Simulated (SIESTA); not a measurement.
HfC:

```
CELL_PARAMETERS angstrom
0.00000 2.32500 2.32500
2.32500 0.00000 2.32500
2.32500 2.32500 0.00000
ATOMIC_POSITIONS crystal
Hf 0.50000 0.50000 0.50000
C 0.00000 0.00000 0.00000
```

```yaml
Program: SIESTA 5.4.2
Task: single point
Functional: PBEsol
Potentials_or_basis: PseudoDojo 0.4 standard (PBEsol files)
Basis: DZP (energy shift 0.003 Ry; two zetas on semicore shells)
Grid_cutoff: 800 Ry
Energy_shift: 0.003 Ry
k_mesh: 10 × 10 × 10
Occupations: fermi-dirac, width 0.05 eV
Spin: no spin polarisation
```

On this cell: pressure -3.6 GPa; largest force zero by symmetry; band gap on the k mesh none (metal or under the smearing width).

The same run follows on a disturbed copy (atoms moved at random, drawn with an rms of 0.05 Å):

```
Hf C
1.0
     0.00000    2.32500    2.32500
     2.32500    0.00000    2.32500
     2.32500    2.32500    0.00000
Hf C
1 1
Direct
  0.48872 0.50833 0.48842
  0.99015 0.01910 0.99366
```

Problem. What changes?

Solution. The energy (extrapolated to zero smearing) moves by +5.0 meV/atom; pressure -3.4 GPa; largest force 0.402 eV/Å; band gap on the k mesh none (metal or under the smearing width).

Forces on the atoms (eV/Å):
```
Hf   0.302  0.125  0.231
C   -0.303 -0.126 -0.231
```

Stress tensor (GPa, compression positive):
```
-3.27 -0.09 -0.15
-0.09 -3.54 -0.07
-0.15 -0.07 -3.42
```

Caveats: short orbitals over semicore shells can move pressures by several GPa; the basis of atomic orbitals isn't converged, which shifts pressures, moduli and gaps.
